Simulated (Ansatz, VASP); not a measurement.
**Two plane-wave programs on CdSe**

```
Cd Se
1.0
     4.06340    0.00000    0.00000
    -2.03170    3.51901    0.00000
     0.00000    0.00000    6.69692
Cd Se
2 2
Direct
  0.00000 0.00000 0.00000
  0.00000 0.00000 0.50000
  0.33333 0.66667 0.75000
  0.66667 0.33333 0.25000
```

Alike in both runs: functional PBE; k mesh 12 × 12 × 8; occupations gaussian, width 0.1 eV; no spin polarisation.

Ansatz relaxed the structure, and its values are those at the end. VASP's run is a single point on that final structure, the one shown.

|  | VASP | Ansatz |
| --- | --- | --- |
| version | VASP 6.6.1 | Ansatz 0.2.0 |
| potentials or method | VASP PAW PBE potentials, release 64 (Cd, Se) | scalar-relativistic, plane waves, PAW |
| plane-wave cutoff (eV) | 520 | 420 |
| valence electrons in the cell | 36 | 72 |

Ansatz gave:

```
gap on the k mesh at the Fermi level (eV) : none
pressure (GPa)                            : 0.0
```

**Question.** What did VASP give for the same quantities?

**Answer.** gap on the k mesh at the Fermi level (eV): none; pressure (GPa): 0.3.

A gap of «none» marks a metal or a gap that the smearing closes. The two sets of potentials don't hold the same shells in valence.
